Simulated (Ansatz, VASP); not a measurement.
# Al: VASP beside Ansatz

The input INCAR:

```
PREC = Accurate
ENCUT = 520
EDIFF = 1E-7
ISMEAR = -1
SIGMA = 0.05
LREAL = F
LASPH = T
NELM = 100
ALGO = Normal
ISIF = 2
LWAVE = F
LCHARG = F
GGA = PE
NBANDS = 8
```

The input KPOINTS:

```
regular mesh
0
Gamma
  12 12 12
```

Contents of POSCAR:

```
Al
1.0
   -1.5912186900      1.5912186900      1.5912186900
    1.5912186900     -1.5912186900      1.5912186900
    1.5912186900      1.5912186900     -1.5912186900
Al
1
Direct
    0.0000000000      0.0000000000      0.0000000000
```

File input.yaml:

```yaml
crystal:
  lattice:
    - [-1.59121869, 1.59121869, 1.59121869]
    - [1.59121869, -1.59121869, 1.59121869]
    - [1.59121869, 1.59121869, -1.59121869]
  atoms:
    - { symbol: Al, position: [0.0, 0.0, 0.0] }
hamiltonian:
  xc: pbe
  pseudopotentials: { kind: paw }
kpoints:
  mp_grid: { grid: [12, 12, 12] }
scf:
  occupations: { method: fermi_dirac, width: 0.05 }
output:
  forces: true
  stress: true
  eigenvalues: true
```

This isn't the form of Al at room conditions, which is fcc.

Alike in both runs: task single point; functional PBE; k mesh 12 × 12 × 12; occupations fermi-dirac, width 0.05 eV; no spin polarisation.

|  | VASP | Ansatz |
| --- | --- | --- |
| version | VASP 6.6.1 | Ansatz 0.2.0 |
| potentials or method | VASP PAW PBE potentials, release 64 (Al) | Ansatz PAW |
| plane-wave cutoff (eV) | 520 | 420 |
| valence electrons in the cell | 3 | 3 |

```csv
,VASP,Ansatz,Ansatz less VASP
gap on the k mesh at the Fermi level (eV),none,none,-
pressure (GPa),3.8,3.8,+0.02
```

A gap of «none» marks a metal or a gap that the smearing closes. With one functional, cell and mesh, what is left measures potentials, basis and numerics.
